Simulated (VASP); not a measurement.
Runs of VASP 6.6.1 on As. The structure is hexagonal, space group P6/mmm (No. 191). Conventional cell: a = 4.566 Å, b = 4.566 Å, c = 2.834 Å, α = 90.00°, β = 90.00°, γ = 120.00°. Around As (site symmetry -6m2) lie 5 As at 2.64 to 2.83 Å. The cell was built by a generator and needn't be a form met in nature.

| task | level | cell | k mesh | cutoff (eV) | gap on the mesh (eV) | pressure (GPa) | relaxed volume (Å³/atom) |
| --- | --- | --- | --- | --- | --- | --- | --- |
| relaxation of cell and atoms | r2SCAN | relaxed | 7 × 7 × 9 | 600 | none | 0.0 | (a) |
| relaxation of cell and atoms | r2SCAN+rVV10 | relaxed | 7 × 7 × 9 | 600 | none | 0.0 | 24.67 |
| relaxation of cell and atoms | MS2 | relaxed | 7 × 7 × 9 | 600 | none | 0.0 | 24.08 |
| relaxation of the atoms | r2SCAN | atoms relaxed from: atoms moved at random, drawn with an rms of 0.1 Å | 5 × 5 × 7 | 520 | none | -1.2 | - |

Alike in all rows: potentials or basis VASP PAW PBE potentials, release 64 (As); no spin polarisation; smearing gaussian 0.05 eV.

Q: Fill in the values left out.

A: (a) 24.94.

Caveats: the PAW data sets were made with another functional, which shifts forces and pressure a little.

A k mesh can miss the band edges, and the runs leave out spin-orbit coupling on As.

A gap of «none» marks a metal or a gap under the smearing width.
